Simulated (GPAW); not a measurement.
# TePb (Fm-3m) in GPAW: settings compared, part 3 of 4

GPAW 26.7.0. Earlier steps stand in the parts before.

## 4. Optical spectrum, PBE

run.py

```python
from ase import Atoms
from ase.dft.bandgap import bandgap
from ase.io import write
from gpaw import GPAW, PW
from gpaw.response.df import DielectricFunction

atoms = Atoms(['Pb', 'Te'],
              cell=[[0.0, 3.231, 3.231],
                    [3.231, 0.0, 3.231],
                    [3.231, 3.231, 0.0]],
              scaled_positions=[[0.0, 0.0, 0.0],
                                [0.5, 0.5, 0.5]],
              pbc=True)

calc = GPAW(mode=PW(500),
            xc='PBE',
            kpts={'size': (6, 6, 6), 'gamma': True},
            occupations={'name': 'fermi-dirac', 'width': 0.001},
            setups={'Te': '16'},
            nbands=-9,
            convergence={'density': 1e-06},
            maxiter=150,
            txt='gpaw.txt')
atoms.calc = calc
energy = atoms.get_potential_energy()
calc.write('gs.gpw')
write('result.traj', atoms)
print(f'Energy: {energy:.6f} eV')
print('Fermi level:', round(calc.get_fermi_level(), 4), 'eV')
print(f'Gap: {bandgap(calc)[0]:.4f} eV, direct: {bandgap(calc, direct=True)[0]:.4f} eV')

dense = calc.fixed_density(kpts={'size': (18, 18, 18), 'gamma': True},
                           nbands=53, convergence={'bands': 47},
                           update_fermi_level=True, txt='dense.txt')
dense.write('dense.gpw', mode='all')

df = DielectricFunction('dense.gpw', frequencies={'type': 'nonlinear', 'domega0': 0.05, 'omega2': 10},
                        eta=0.05, ecut=60, nbands=47, intraband=False, txt='df.txt')
for direction in ['x']:
    df.get_dielectric_function(xc='Bootstrap', direction=direction, filename=f'df_{direction}.csv')
    e0, e = df.get_macroscopic_dielectric_constant(xc='Bootstrap', direction=direction)
    print(f'{direction}: static eps {e0:.4f} without, {e:.4f} with local fields')
```

Potentials or basis: GPAW PAW data sets (gpaw-data 1.2.1), other valence, pw.

Launch:

```console
OMP_NUM_THREADS=1 python run.py
```

gpaw.txt:

```text
__  _  _
 | _ |_)|_||  |
 |__||  | ||/\| - 26.7.0

Input parameters:
  mode=PW(ecut=500.0),
  convergence={'density': 1e-06},
  kpts=MonkhorstPack(size=(6, 6, 6), gamma=True),
  maxiter=150,
  nbands=-9,
  occupations=Occupations(name='fermi-dirac', width=0.001),
  setups={'Te': '16'},
  xc=XC(name='PBE')

Diagonalizing LCAO Hamiltonian
Converting LCAO to pw mode

                 Te

       Pb

Atoms  # Å, Bohr magnetons
|   | symbol |        x |        y |        z |    initial magnetic moments |
|---|--------|----------|----------|----------|-----------------------------|
| 0 |     Pb | 0.000000 | 0.000000 | 0.000000 | ( 0.0000,  0.0000,  0.0000) |
| 1 |     Te | 3.231000 | 3.231000 | 3.231000 | ( 0.0000,  0.0000,  0.0000) |

Unit cell  # Å
| periodic |        x |        y |        z |  lengths |    angles |
|----------|----------|----------|----------|----------|-----------|
|      yes | 0.000000 | 3.231000 | 3.231000 | 4.569324 | 60.000000 |
|      yes | 3.231000 | 0.000000 | 3.231000 | 4.569324 | 60.000000 |
|      yes | 3.231000 | 3.231000 | 0.000000 | 4.569324 | 60.000000 |

Number of symmetries: 48
Symmetry operations  # r_c * U_cc + t_c -> r_c
|    | kind |            matrix            |
|----|------|------------------------------|
|  0 |  σ   |  1, 0, 0,  1, 0,-1,  1,-1, 0 |
|  1 |  C2  |  1, 0, 0,  1,-1, 0,  1, 0,-1 |
|  2 |  E   |  1, 0, 0,  0, 1, 0,  0, 0, 1 |
|  3 |  σ   |  1, 0, 0,  0, 0, 1,  0, 1, 0 |
|  4 |  C4  |  1, 0,-1,  1, 0, 0,  1,-1, 0 |
|  5 |  S6  |  1, 0,-1,  1,-1, 0,  1, 0, 0 |
|  6 |  σ   |  1, 0,-1,  0, 1,-1,  0, 0,-1 |
|  7 |  C3  |  1, 0,-1,  0, 0,-1,  0, 1,-1 |
|  8 |  S6  |  1,-1, 0,  1, 0, 0,  1, 0,-1 |
|  9 |  C4  |  1,-1, 0,  1, 0,-1,  1, 0, 0 |
| 10 |  C3  |  1,-1, 0,  0,-1, 1,  0,-1, 0 |
| 11 |  σ   |  1,-1, 0,  0,-1, 0,  0,-1, 1 |
| 12 |  σ   |  0, 1, 0,  1, 0, 0,  0, 0, 1 |
| 13 |  C4  |  0, 1, 0,  0, 1,-1, -1, 1, 0 |
| 14 |  C3  |  0, 1, 0,  0, 0, 1,  1, 0, 0 |
| 15 |  S6  |  0, 1, 0, -1, 1, 0,  0, 1,-1 |
| 16 |  C2  |  0, 1,-1,  1, 0,-1,  0, 0,-1 |
| 17 |  σ   |  0, 1,-1,  0, 1, 0, -1, 1, 0 |
| 18 |  S4  |  0, 1,-1,  0, 0,-1,  1, 0,-1 |
| 19 |  C4  |  0, 1,-1, -1, 1, 0,  0, 1, 0 |
| 20 |  C3  |  0, 0, 1,  1, 0, 0,  0, 1, 0 |
| 21 |  σ   |  0, 0, 1,  0, 1, 0,  1, 0, 0 |
| 22 |  S6  |  0, 0, 1,  0,-1, 1, -1, 0, 1 |
| 23 |  C4  |  0, 0, 1, -1, 0, 1,  0,-1, 1 |
| 24 |  S4  |  0, 0,-1,  1, 0,-1,  0, 1,-1 |
| 25 |  C3  |  0, 0,-1,  0, 1,-1,  1, 0,-1 |
| 26 |  C2  |  0, 0,-1,  0,-1, 0, -1, 0, 0 |
| 27 |  S6  |  0, 0,-1, -1, 0, 0,  0,-1, 0 |
| 28 |  S4  |  0,-1, 1,  1,-1, 0,  0,-1, 0 |
| 29 |  C4  |  0,-1, 1,  0, 0, 1, -1, 0, 1 |
[... 84 lines left out ...]
    Using partial waves for Pb as LCAO basis

  Te:
    name:    Tellurium
    Z:       52.0
    valence: 16
    core:    36
    charge:  0.0  # [|e|]
    compensation charges:
      type: gauss
      rc: 0.37  # [Å]
      lmax: 2
    cutoffs:
      filter: 2.06  # [Å]
      core: 2.12  # [Å]
    projectors
    | kind |    occ | energy [eV] | rcut [Å] |
    |------|--------|-------------|----------|
    |   5s |  2.000 |     -15.088 |    1.164 |
    |   5p |  4.000 |      -5.955 |    1.164 |
    |   4d | 10.000 |     -41.660 |    1.164 |
    |    s |        |      12.123 |    1.164 |
    |    p |        |      21.256 |    1.164 |
    |    d |        |     -14.449 |    1.164 |

    Using partial waves for Te as LCAO basis

Reference energy: -752065.146801  # eV

eigensolver:
  PPCG
  Converge bands: occupied
  niter=2

density mixing:
  MSR1-Mixer
  Pratt-step length: 0.05
  Maximum mixing coefficient: 0.75
  Old densities: 10
  SVD Regularization: 0.005
  Good broyden scale: 1.0
  Trust region scale: 1.0
  Backstep threshold: 4.0
  History deletion threshold: 6.0
  Fourier metric: weight=20.0, sigma=0.015

occupation numbers:
  Fermi-Dirac:
    width: 0.0010  # eV

poisson solver:
  ecut: 4000.0  # eV

xc functional:
  name: PBE with 2 nearest neighbor stencil

convergence criteria:
- Maximum integral of absolute [dens]ity change: 1e-06 electrons / valence electron
- Maximum [total energy] change in last 3 cyles: 0.0005 eV / valence electron
- Maximum integral of absolute [eigenst]ate change: 4e-08 eV^2 / valence electron
maximum number of iterations: 150

SCF iterations
|iter     | |      energy | eigst |  dens |
|---------|-|-------------|-------|-------|
|iter:   1| |   -7.789032 | -0.45 |       |
|iter:   2| |   -7.766010 | -2.39 | -1.53 |
|iter:   3| |   -7.681815 | -2.29 | -1.57 |
|iter:   4| |   -7.683323 | -3.93 | -2.18 |
|iter:   5| |   -7.683773c| -4.48 | -2.64 |
|iter:   6| |   -7.683792c| -5.70 | -3.41 |
|iter:   7| |   -7.683793c| -7.08 | -4.30 |
|iter:   8| |   -7.683793c| -7.64c| -4.68 |
|iter:   9| |   -7.683793c| -8.18c| -5.62 |
|iter:  10| |   -7.683793c| -8.99c| -5.97 |
|iter:  11| |   -7.683793c| -9.47c| -6.82c|

Converged in 11 steps
Energy contributions relative to reference atoms: (reference = -752065.146801)

Energy contributions:
  Kinetic:          18.686743
  Coulomb:         -18.733071
  Zero:             -0.097508
  External:          0.000000
  Xc:               -7.539957
  Entropy:          -0.000000
  Spinorbit:         0.000000
  ----------------------------
  Free energy:      -7.683793
  Extrapolated:     -7.683793

dipole moment: (-27.305402, -27.305402, -27.305402)  # |e|*Ang

Fermi level: 6.228
Eigenvalues  # (at kpt = [0.000, 0.000, 0.000])
| band index |      eig [eV] | occ [0-2] |
|------------|---------------|-----------|
|          0 |       -30.492 |     2.000 |
|        ... |               |           |
|          7 |       -11.037 |     2.000 |
|          8 |       -11.037 |     2.000 |
|          9 |       -11.037 |     2.000 |
|         10 |        -6.328 |     2.000 |
|         11 |         0.145 |     2.000 |
|         12 |         4.311 |     2.000 |
[... 9 lines left out ...]
|         22 |        13.400 |     0.000 |
|         23 |        13.405 |     0.000 |

Gap: 0.653 eV
Transition (v -> c):
  (s=0, k=15, n=14, [0.50, 0.50, 0.50]) -> (s=0, k=15, n=15, [0.50, 0.50, 0.50])
No difference between direct/indirect transitions
# Writing to gs.gpw (mode='')
```

stdout:

```text
Energy: -7.683793 eV
Fermi level: 6.2283 eV
Gap: 0.6527 eV, direct: 0.6527 eV
x: static eps 32.4593 without, 30.8252 with local fields
```

df.txt:

```text
NonLinearFrequencyDescriptor(from 0.000 to 68.488 eV, 358 points)
NonLinearFrequencyDescriptor(from 0.000 to 68.488 eV, 358 points)

Calculating chi0 body with:
    Ground state adapter containing:
    Number of spins: 1
    Number of kpoints: 5832
    Number of irreducible kpoints: 195
    Number of completely occupied states: 15
    Number of partially occupied states: 15

    Linear response parametrization:
    q_c: [0.0, 0.0, 0.0]
    Number of frequency points: 358
    Planewave cutoff: 60.0
    Number of bands: 47
    Number of planewaves: 65
    Broadening (eta): 0.05

Integrating chi0 body.

Symmetries of q_c:
    Direct symmetries (Uq -> q): 48
    Indirect symmetries (TUq -> q): 0
In total 48 allowed symmetries.

Integral kind: spectral function

Calculating chi0 optical extensions with:
    Ground state adapter containing:
    Number of spins: 1
    Number of kpoints: 5832
    Number of irreducible kpoints: 195
    Number of completely occupied states: 15
    Number of partially occupied states: 15

    Linear response parametrization:
    Number of frequency points: 358
    Planewave cutoff: 60.0
    Number of bands: 47
    Number of planewaves: 65
    Broadening (eta): 0.05
Integrating chi0 head and wings.

Symmetries of q_c:
    Direct symmetries (Uq -> q): 48
    Indirect symmetries (TUq -> q): 0
In total 48 allowed symmetries.

Integral kind: spectral function wings

Finished calculating chi0

Calculating Bootstrap kernel
0 alpha = (-0.0010618952717314908+4.904121191625221e-22j)
1 alpha = (-0.001030261316407882+4.691283746228584e-22j)
Self consistent fxc finished in 1 iterations !
Calculating Bootstrap kernel
0 alpha = (-0.0010618952717314908+4.904121191625221e-22j)
1 alpha = (-0.001030261316407882+4.691283746228584e-22j)
Self consistent fxc finished in 1 iterations !
```

Wall time 8.6 min (1 thread of Arm Neoverse V1, shared host); peak memory 0.76 GiB.

Results:

* Free energy: -7.6838 eV
* Band gap on the k mesh: 0.65 eV, direct

Dielectric function (mean over the directions given):
```csv
energy (eV),real part,imaginary part
0.25,31.42,0.24
1.15,48.53,8.44
2.18,-21.34,49.84
3.17,-12.91,10.51
4.16,-6.19,3.24
5.16,-1.74,1.89
6.15,-1.38,3.51
7.12,-2.02,4.05
8.16,-1.85,1.91
9.18,-1.02,1.40
10.06,-0.82,1.20
11.09,-0.66,0.83
12.08,-0.42,0.67
13.00,-0.21,0.52
14.10,-0.02,0.38
15.13,0.21,0.31
16.21,0.34,0.38
17.36,0.51,0.32
18.58,0.42,0.49
19.87,0.49,0.36
```

Caveat: with so narrow a direct gap the onset needs a denser k mesh; the long-wavelength limit can be off by a per cent or two; independent-particle spectra lack excitons; spin-orbit coupling is left out, which as a rule narrows the gap of such compounds by several tenths of an eV.

(Continued in part 4 of 4.)
